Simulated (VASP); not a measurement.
# SnSe2 (P-3m1) in VASP: a series of runs, part 2 of 2

VASP 6.6.1.

### Step 4. Single point, PBE+D3(BJ) (strain +0.080 along x and y, -0.080 along z, atoms carried along)

INCAR

```
SYSTEM = SnSe2
  PREC = Accurate
  ENCUT = 520
  EDIFF = 1E-7
  ISMEAR = 0
  SIGMA = 0.05
  LREAL = .False.
  LASPH = .True.
  NELM = 100
  ALGO = Normal
  ISIF = 2
  LWAVE = .False.
  LCHARG = .False.
  GGA = PE
  IVDW = 12
  NBANDS = 20
```

KPOINTS

```
Automatic mesh
0
Gamma
  9 9 6
  0 0 0
```

POSCAR

```
SnSe2
1.0
    4.1158786841      0.0000000000      0.0000000000
   -2.0579393420      3.5644554993      0.0000000000
    0.0000000000      0.0000000000      5.6460400000
Sn Se
1 2
Direct
    0.0000000000      0.0000000000      0.0000000000
    0.3333333333      0.6666666667      0.2500000000
    0.6666666667      0.3333333333      0.7500000000
```

Potentials or basis: VASP PAW PBE potentials, release 64 (Sn_d, Se).

Started as:

```bash
$ cat potpaw_PBE.64/Sn_d/POTCAR potpaw_PBE.64/Se/POTCAR > POTCAR
$ mpirun -np 1 vasp_std > vasp.out
```

OUTCAR:

```text
SYSTEM = SnSe2
   PREC = Accurate
   ENCUT = 520
   EDIFF = 1E-7
   ISMEAR = 0
   LREAL = .False.
   LASPH = .True.
   NELM = 100
   ISIF = 2
   GGA = PE
   IVDW = 12
 IVDW          = 12

 ion  position               nearest neighbor table
   1  0.000  0.000  0.000-   2 2.76   3 2.76   2 2.76   3 2.76   3 2.76   2 2.76
   2  0.333  0.667  0.250-   1 2.76   1 2.76   1 2.76
   3  0.667  0.333  0.750-   1 2.76   1 2.76   1 2.76

  LATTYP: Found a hexagonal cell.
 ALAT       =     4.1158786841
 C/A-ratio  =     1.3717702667

  Lattice vectors:

 A1 = (   4.1158786841,   0.0000000000,   0.0000000000)
 A2 = (  -2.0579393420,   3.5644554993,   0.0000000000)
 A3 = (   0.0000000000,   0.0000000000,   5.6460400000)

Analysis of symmetry for initial positions (statically):
=====================================================================
 Subroutine PRICEL returns:
 Original cell was already a primitive cell.

 Routine SETGRP: Setting up the symmetry group for a
 hexagonal supercell.

 Subroutine GETGRP returns: Found 12 space group operations
 (whereof 12 operations were pure point group operations)
 out of a pool of 24 trial point group operations.

The static configuration has the point symmetry D_3d.

Analysis of symmetry for dynamics (positions and initial velocities):
=====================================================================
 Subroutine PRICEL returns:
 Original cell was already a primitive cell.

 Routine SETGRP: Setting up the symmetry group for a
 hexagonal supercell.

 Subroutine GETGRP returns: Found 12 space group operations
 (whereof 12 operations were pure point group operations)
 out of a pool of 24 trial point group operations.

The dynamic configuration has the point symmetry D_3d.

 Subroutine INISYM returns: Found 12 space group operations
 (whereof 12 operations are pure point group operations),
 and found     1 'primitive' translations

----------------------------------------------------------------------------------------

                                     Primitive cell

  volume of cell :      82.8323

  direct lattice vectors                    reciprocal lattice vectors
     4.115878684  0.000000000  0.000000000     0.242961486  0.140273879  0.000000000
    -2.057939342  3.564455499  0.000000000     0.000000000  0.280547758  0.000000000
     0.000000000  0.000000000  5.646040000     0.000000000  0.000000000  0.177115288

  length of vectors
     4.115878684  4.115878684  5.646040000     0.280547758  0.280547758  0.177115288

  position of ions in fractional coordinates (direct lattice)
     0.000000000  0.000000000  0.000000000
     0.333333333  0.666666667  0.250000000
     0.666666667  0.333333333  0.750000000

  ion indices of the primitive-cell ions
   primitive index   ion index
                 1           1
                 2           2
                 3           3

----------------------------------------------------------------------------------------

 KPOINTS: Automatic mesh

Automatic generation of k-mesh.
 Grid dimensions read from file:
 generate k-points for:    9    9    6

 Generating k-lattice:

  Cartesian coordinates                     Fractional coordinates (reciprocal lattice)
     0.026995721  0.015585987  0.000000000     0.111111111  0.000000000  0.000000000
     0.000000000  0.031171973  0.000000000     0.000000000  0.111111111  0.000000000
     0.000000000  0.000000000  0.029519215     0.000000000  0.000000000  0.166666667

  Length of vectors
     0.031171973  0.031171973  0.029519215

  Shift w.r.t. Gamma in fractional coordinates (k-lattice)
     0.000000000  0.000000000  0.000000000

 Subroutine IBZKPT returns following result:
 ===========================================

 Found     62 irreducible k-points:

 Following reciprocal coordinates:
            Coordinates               Weight
  0.000000  0.000000  0.000000      1.000000
  0.111111 -0.000000  0.000000      6.000000
  0.222222 -0.000000  0.000000      6.000000
  0.333333  0.000000  0.000000      6.000000
  0.444444 -0.000000  0.000000      6.000000
  0.111111  0.111111  0.000000      6.000000
[... 16 lines left out ...]
  0.222222  0.111111  0.166667     12.000000
 -0.111111  0.333333  0.166667     12.000000
 [... further k-points ...]
   k-points           NKPTS =     62   k-points in BZ     NKDIM =     62   number of bands    NBANDS=     20
   number of dos      NEDOS =    301   number of ions     NIONS =      3
   total plane-waves  NPLWV =  43008
   dimension x,y,z NGX =    32 NGY =   32 NGZ =   42
   dimension x,y,z NGXF=    64 NGYF=   64 NGZF=   84
   ions per type =               1   2
   NGX,Y,Z   is equivalent  to a cutoff of  12.93, 12.93, 12.37 a.u.
   NGXF,Y,Z  is equivalent  to a cutoff of  25.85, 25.85, 24.73 a.u.
 SYSTEM =  SnSe2
   PREC   = accura    normal or accurate (medium, high low for compatibility)
   ISTART =      0    job   : 0-new  1-cont  2-samecut
   ICHARG =      2    charge: 1-file 2-atom 10-const
   ISPIN  =      1    spin polarized calculation?
   LNONCOLLINEAR =      F non collinear calculations
   LSORBIT =      F    spin-orbit coupling
   LASPH  =      T    aspherical Exc in radial PAW
   ENCUT  =  520.0 eV  38.22 Ry    6.18 a.u.   7.65  7.65 10.50*2*pi/ulx,y,z
   NELM   =    100;   NELMIN=  2; NELMDL= -5     # of ELM steps
   EDIFF  = 0.1E-06   stopping-criterion for ELM
   LREAL  =      F    real-space projection
   EDIFFG = 0.1E-05   stopping-criterion for IOM
   NSW    =      0    number of steps for IOM
   IBRION =     -1    ionic relax: 0-MD 1-quasi-New 2-CG
   NFREE  =      0    steps in history (QN), initial steepest desc. (CG)
   ISIF   =      2    stress and relaxation
   ISYM   =      2    0-nonsym 1-usesym 2-fastsym
   POTIM  = 0.5000    time-step for ionic-motion
   TEBEG  =    0.0;   TEEND  =   0.0 temperature during run
   PSTRESS=    0.0 pullay stress
   NELECT =      26.0000    total number of electrons
   NUPDOWN=      -1.0000    fix difference up-down
   EMIN   =  10.00;   EMAX   =-10.00  energy-range for DOS
   EFERMI =   0.00;   METHOD = LEGACY
   ISMEAR =     0;   SIGMA  =   0.05  broadening in eV -4-tet -1-fermi 0-gaus
   EFERMI_NEDOS =   21; number of points for ismear=-14 and -15
   IALGO  =     38    algorithm
   IMIX   =      4    mixing-type and parameters
     AMIX     =   0.40;   BMIX     =  1.00
     AMIX_MAG =   1.60;   BMIX_MAG =  1.00
  volume/ion in A,a.u.               =      27.61       186.33
  Fermi-wavevector in a.u.,A,eV,Ry     =   1.112584  2.102478 16.841871  1.237843
  Thomas-Fermi vector in A             =   2.249159
   LORBIT       =      0    0 simple, 1 ext, 2 COOP (PROOUT), +10 PAW based schemes
   GGA     = PE    functional components
   LHFCALC =     F    Hartree Fock is set to
   AEXX    =    0.0000 exact exchange contribution
   IVDW    =    12    specifies the selected vdW correction
   LEPSILON=     F    determine dielectric tensor
   LRPA    =     F    only Hartree local field effects (RPA)
 non-spin polarized calculation
 Gauss-broadening in eV      SIGMA  =   0.05
  energy-cutoff  :      520.00
  volume of cell :       82.83
 maximum number of plane-waves:      2276
 NGX is ok and might be reduce to    32
   NGX = 15   NGY = 15   NGZ = 21

 number of electron      26.0000005 magnetization

 Free energy of the ion-electron system (eV)
  ---------------------------------------------------
  ext. energy  EPLUGINS =         0.00000000
  ---------------------------------------------------
  free energy    TOTEN  =       -11.60749099 eV

  energy without entropy =      -11.60721797  energy(sigma->0) =      -11.60735448

 E-fermi :   4.1917     XC(G=0):  -9.1753

 val. band max:        4.1422759555   @ k =   0.1111  -0.0000   0.0000
 cond. band min:       4.2397425527   @ k =   0.0000   0.0000   0.0000
 fundamental gap:      0.0974665972
 Fermi energy:         4.1917152648

 k-point     1 :       0.0000    0.0000    0.0000
  band No.  band energies     occupation
      1     -17.7401      2.00000
      2     -17.7401      2.00000
      3     -17.7379      2.00000
      4     -17.7042      2.00000
      5     -17.7042      2.00000
      6      -9.9180      2.00000
[... 12 lines left out ...]
     19      12.1021      0.00000
[... 513 lines left out ...]
      4     -17.7051      2.00000
      5     -17.6922      2.00000
      6      -9.2444      2.00000
[... 12 lines left out ...]
     19      10.6240      0.00000
     20      12.7894      0.00000

 [... further k-points ...]

------------------------ aborting loop because EDIFF is reached ----------------------------------------

 Edisp (eV)   -1.00611

 E8    (eV) :    -0.4403

  FORCE on cell =-STRESS in cart. coord.  units (eV):
  Direction    XX          YY          ZZ          XY          YZ          ZX
  --------------------------------------------------------------------------------------
  -------------------------------------------------------------------------------------
  Total      -2.18046    -2.18046     1.14870    -0.00000     0.00000     0.00000
  in kB     -42.17540   -42.17540    22.21859    -0.00000     0.00000     0.00000
  external pressure =      -20.71 kB  Pullay stress =        0.00 kB

 VOLUME and BASIS-vectors are now :
 -----------------------------------------------------------------------------
  energy-cutoff  :      520.00
  volume of cell :       82.83
      direct lattice vectors                 reciprocal lattice vectors
     4.115878684  0.000000000  0.000000000     0.242961486  0.140273879  0.000000000
    -2.057939342  3.564455499  0.000000000     0.000000000  0.280547758  0.000000000
     0.000000000  0.000000000  5.646040000     0.000000000  0.000000000  0.177115288

 POSITION                                       TOTAL-FORCE (eV/Angst)
 -----------------------------------------------------------------------------------
      0.00000      0.00000      0.00000         0.000000      0.000000      0.000000
     -0.00000      2.37630      1.41151        -0.000000      0.000000      0.704437
      2.05794      1.18815      4.23453         0.000000     -0.000000     -0.704437
 -----------------------------------------------------------------------------------
    total drift:                               -0.000000     -0.000000      0.000000

  FREE ENERGIE OF THE ION-ELECTRON SYSTEM (eV)
  ---------------------------------------------------
  free  energy   TOTEN  =       -12.6136005878 eV

  energy  without entropy=      -12.6133275646  energy(sigma->0) =      -12.61346408
```

OSZICAR:

```text
N       E                     dE             d eps       ncg     rms          rms(c)
DAV:   1     0.202288380551E+03    0.20229E+03   -0.12171E+04  2524   0.144E+03
DAV:   2     0.118924693722E+02   -0.19040E+03   -0.18363E+03  2636   0.375E+02
DAV:   3    -0.110923694680E+02   -0.22985E+02   -0.22463E+02  3080   0.113E+02
DAV:   4    -0.118996285816E+02   -0.80726E+00   -0.80581E+00  2900   0.223E+01
DAV:   5    -0.119197215303E+02   -0.20093E-01   -0.20092E-01  3464   0.371E+00    0.458E+00
DAV:   6    -0.116197336919E+02    0.29999E+00   -0.63922E-01  3540   0.756E+00    0.294E+00
DAV:   7    -0.116062468995E+02    0.13487E-01   -0.16732E-01  2908   0.232E+00    0.108E+00
DAV:   8    -0.116067406227E+02   -0.49372E-03   -0.13664E-02  2920   0.114E+00    0.266E-01
DAV:   9    -0.116074041830E+02   -0.66356E-03   -0.18968E-03  2836   0.375E-01    0.870E-02
DAV:  10    -0.116074437852E+02   -0.39602E-04   -0.19415E-04  2984   0.979E-02    0.301E-02
DAV:  11    -0.116074883403E+02   -0.44555E-04   -0.49931E-05  2736   0.436E-02    0.115E-02
DAV:  12    -0.116074900038E+02   -0.16635E-05   -0.43013E-06  3148   0.115E-02    0.729E-03
DAV:  13    -0.116074907666E+02   -0.76283E-06   -0.26938E-06  2740   0.935E-03    0.324E-03
DAV:  14    -0.116074909877E+02   -0.22101E-06   -0.53730E-08  2408   0.181E-03    0.922E-04
DAV:  15    -0.116074909893E+02   -0.16762E-08   -0.46447E-08  2136   0.125E-03
   1 F= -.12613601E+02 E0= -.12613464E+02  d E =-.273023E-03
```

It took 40 s on 1 thread of Intel Xeon 6975P-C (Granite Rapids), shared host; peak memory 0.27 GiB.

What came out:

```yaml
Free_energy: -12.6136 eV
Pressure: -2.1 GPa
Largest_force: 0.704 eV/Å
Band_gap_on_the_k_mesh: 0.10 eV, indirect (least direct gap 0.30 eV)
Dispersion_energy_per_atom: -0.335 eV
```

Forces on the atoms (eV/Å):
```
Sn   0.000  0.000  0.000
Se   0.000  0.000  0.704
Se   0.000  0.000 -0.704
```

Caveat: spin-orbit coupling is left out, which moves the levels of the heavy elements; an odd mesh through Γ misses points on the zone boundary, where band edges often lie; the cell's inner coordinates are idealised or old, which leaves forces on the atoms.

### Step 5. Summary

```csv
cell,gap on the mesh (eV),pressure (GPa),largest force (eV/Å)
"strain +0.080 along x and y, +0.000 along z, atoms carried along",none,-5.4,0.11
"strain -0.080 along x and y, +0.080 along z, atoms carried along",0.15,12.1,0.65
"strain +0.080 along x and y, -0.080 along z, atoms carried along",0.10,-2.1,0.70
```

Alike in all rows: task single point; level PBE+D3(BJ); potentials or basis VASP PAW PBE potentials, release 64 (Sn_d, Se); no spin polarisation; k mesh 9 × 9 × 6; cutoff (eV) 520; smearing gaussian 0.05 eV.

Caveats: the cell's inner coordinates are idealised or old, which leaves forces on the atoms; spin-orbit coupling is left out, which moves the levels of the heavy elements (some runs); an odd mesh through Γ misses points on the zone boundary, where band edges often lie (some runs).

Absolute energies hang on the potentials; compare differences alone.
